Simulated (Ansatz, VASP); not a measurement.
## Two plane-wave programs on Ga3O2

File INCAR:

```
SYSTEM = Ga3O2
ALGO = Normal
EDIFF = 1E-7
ENCUT = 520
GGA = PE
ISIF = 2
ISMEAR = 0
LASPH = .True.
LCHARG = .True.
LELF = .True.
LREAL = .False.
LVHAR = .True.
LWAVE = .False.
NBANDS = 34
NELM = 80
PREC = Accurate
SIGMA = 0.1
```

KPOINTS

```
k-points
0
Gamma
  4 4 4
  0 0 0
```

File POSCAR:

```
Ga3O2
1.0
    4.1451982300      0.0000000000      0.0000000000
    0.0000000000      4.1451982300      0.0000000000
    0.0000000000      0.0000000000      4.1451982300
Ga O
3 2
Direct
    0.0000000000      0.5000000000      0.5000000000
    0.5000000000      0.0000000000      0.5000000000
    0.5000000000      0.5000000000      0.0000000000
    0.0000000000      0.0000000000      0.0000000000
    0.5000000000      0.5000000000      0.5000000000
```

Input for Ansatz:

```yaml
crystal:
  lattice:
    - [4.14519823, 0.0, 0.0]
    - [0.0, 4.14519823, 0.0]
    - [0.0, 0.0, 4.14519823]
  atoms:
    - { symbol: Ga, position: [0.0, 0.5, 0.5] }
    - { symbol: Ga, position: [0.5, 0.0, 0.5] }
    - { symbol: Ga, position: [0.5, 0.5, 0.0] }
    - { symbol: O, position: [0.0, 0.0, 0.0] }
    - { symbol: O, position: [0.5, 0.5, 0.5] }
basis:
  ecutwfc: 420
kpoints:
  mp_grid: { grid: [4, 4, 4] }
hamiltonian:
  xc: pbe
scf:
  occupations: { method: gaussian, width: 0.1 }
  lower_state_search: "off"
output:
  forces: true
  stress: true
  eigenvalues: true
```

Alike in both runs: task single point; functional PBE; k mesh 4 × 4 × 4; occupations gaussian, width 0.1 eV; no spin polarisation.

|  | VASP | Ansatz |
| --- | --- | --- |
| version | VASP 6.6.1 | Ansatz 0.2.0 |
| potentials or method | VASP PAW PBE potentials, release 64 (Ga_d, O) | scalar-relativistic, plane waves, PAW |
| plane-wave cutoff (eV) | 520 | 420 |
| valence electrons in the cell | 51 | 51 |

|  | VASP | Ansatz | Ansatz less VASP |
| --- | --- | --- | --- |
| gap on the k mesh at the Fermi level (eV) | none | none | - |
| pressure (GPa) | 15.5 | 15.2 | -0.34 |

A gap of «none» marks a metal or a gap that the smearing closes.

Caveats: the k mesh is coarse (spacing up to 0.38 Å⁻¹), so the values aren't converged; so large a pressure means that the cell lies far from this level's equilibrium, or that cutoff or potentials fall short (VASP); an odd number of electrons without spin polarisation forces a metal; a magnetic or distorted state may lie lower.
